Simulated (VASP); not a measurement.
## TiCo3: relaxation of cell and atoms with optB88-vdW

The system is TiCo3.

```
Co Ti
1.0
     3.57100    0.00000    0.00000
     0.00000    3.57100    0.00000
     0.00000    0.00000    3.57100
Co Ti
3 1
Cartesian
  1.7855 1.7855 0.0000
  1.7855 0.0000 1.7855
  0.0000 1.7855 1.7855
  0.0000 0.0000 0.0000
```

```yaml
Program: VASP 6.6.1
Task: relaxation of cell and atoms
Functional: optB88-vdW
Potentials_or_basis: VASP PAW PBE potentials, release 64 (Co, Ti_sv)
Cutoff: 600 eV
k_mesh: 8 × 8 × 8
Occupations: fermi-dirac, width 0.05 eV
Spin: collinear spin, ferromagnetic start
Starting_moments: "[2.0, 2.0, 2.0, 1.0] μB"
Further_INCAR_settings: ALGO = Fast; EDIFF = 1e-07; IBRION = 2; EDIFFG = -0.005; NSW = 60; ISIF = 3
```

```yaml
Relaxed_volume: 11.30 Å³/atom
Relaxed_cell: a = 3.562 Å, b = 3.562 Å, c = 3.562 Å, α = 90.00°, β = 90.00°, γ = 90.00°
Space_group_after_relaxing_to_0.05_Å: Pm-3m (No. 221)
Energy_gained_by_relaxing: 0.4 meV/atom
Ionic_steps: 3
Pressure_after_relaxing: 0.0 GPa
Band_gap_on_the_k_mesh: none (metal or under the smearing width)
Net_moment: 0.00 μB per cell
Valence_electrons_inside_the_program's_atomic_spheres: Co 8.40; Ti 10.46
```

The path:
```tsv
step	energy change (eV)	largest force (eV/Å)	pressure (GPa)	volume (Å³)
1	0.0000	0.0000	-1.63	45.54
2	0.0009	0.0000	2.10	44.78
3	-0.0018	0.0000	0.02	45.19
```

Final structure:
```cif
data_structure
_symmetry_space_group_name_H-M 'P 1'
_symmetry_Int_Tables_number 1
_cell_length_a 3.5620
_cell_length_b 3.5620
_cell_length_c 3.5620
_cell_angle_alpha 90.000
_cell_angle_beta 90.000
_cell_angle_gamma 90.000
_cell_volume 45.19
loop_
_atom_site_label
_atom_site_type_symbol
_atom_site_fract_x
_atom_site_fract_y
_atom_site_fract_z
_atom_site_occupancy
Co1 Co 0.50000 0.50000 0.00000 1
Co2 Co 0.50000 0.00000 0.50000 1
Co3 Co 0.00000 0.50000 0.50000 1
Ti1 Ti 0.00000 0.00000 0.00000 1
```

Levels at points of the mesh, in eV from the Fermi level:
Spin up:
```
           k point  band 18  band 19  band 20  band 21  band 22  band 23
(0.00, 0.00, 0.00)     0.73     0.73     0.73     2.52     2.52     3.42
(0.50, 0.00, 0.00)    -0.58    -0.50     0.07     0.73     1.18     1.18
(0.50, 0.50, 0.00)    -0.81    -0.81    -0.42    -0.32     1.67     1.67
(0.50, 0.50, 0.50)     0.51     0.51     0.51     0.98     0.98     0.98
```
Spin down:
```
           k point  band 17  band 18  band 19  band 20  band 21  band 22  band 23  band 24
(0.00, 0.00, 0.00)     0.47     0.73     0.73     0.73     2.52     2.52     3.42     3.42
(0.50, 0.00, 0.00)    -0.58    -0.58    -0.50     0.07     0.73     1.18     1.18     1.92
(0.50, 0.50, 0.00)    -0.87    -0.81    -0.81    -0.42    -0.32     1.67     1.67     2.22
(0.50, 0.50, 0.50)     0.18     0.51     0.51     0.51     0.98     0.98     0.98     2.17
```

It took 7.8 min on 1 thread of AMD EPYC 9R14 (Zen 4), on a shared host, peak memory 0.4 GiB.

Caveat: the starting moments collapsed, and a magnetic state may lie lower; the PAW data sets were made with another functional, which shifts forces and pressure a little.
